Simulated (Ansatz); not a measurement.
CoO:

```
Co O
1.0
     2.85630    0.00000    0.00000
    -1.42815    2.47363    0.00000
     0.00000    0.00000    2.78761
Co O
1 1
Direct
  0.00000 0.00000 0.00000
  0.66667 0.33333 0.50000
```

Measurements of this composition are mostly on another form, of space group No. 225.

Alike in all runs: program Ansatz 0.2.0; functional PBE; potentials or basis Ansatz PAW; cutoff 420 eV (not typed: the program's choice for these potentials); k mesh 11 × 11 × 10; occupations fermi-dirac, width 0.05 eV.

Starts and where they ended:

```csv
start,free energy over the lowest (meV/atom),net moment (μB),site or absolute moments (μB),gap
"collinear spin, ferromagnetic start of up to 2 μB",0.0,3.00,Co +2.52; O +0.41,none (metal or under the smearing width)
"collinear spin, random start of up to 1.71 μB",0.0,3.00,Co +2.52; O +0.41,none (metal or under the smearing width)
"collinear spin, ferromagnetic start of up to 3.5 μB",0.0,3.00,Co +2.52; O +0.41,none (metal or under the smearing width)
no spin polarisation,327.9,-,-,none (metal or under the smearing width)
```

Allowing spin polarisation gains 328 meV/atom. A still lower state may exist.

Caveats: semilocal functionals often make such compounds metallic where correlation or magnetic order opens a gap, which also shifts bond lengths; a cell with one magnetic atom can't hold antiferromagnetic order, which such compounds often take (some runs); an odd number of electrons without spin polarisation forces a metal (some runs); a magnetic or distorted state may lie lower (some runs).
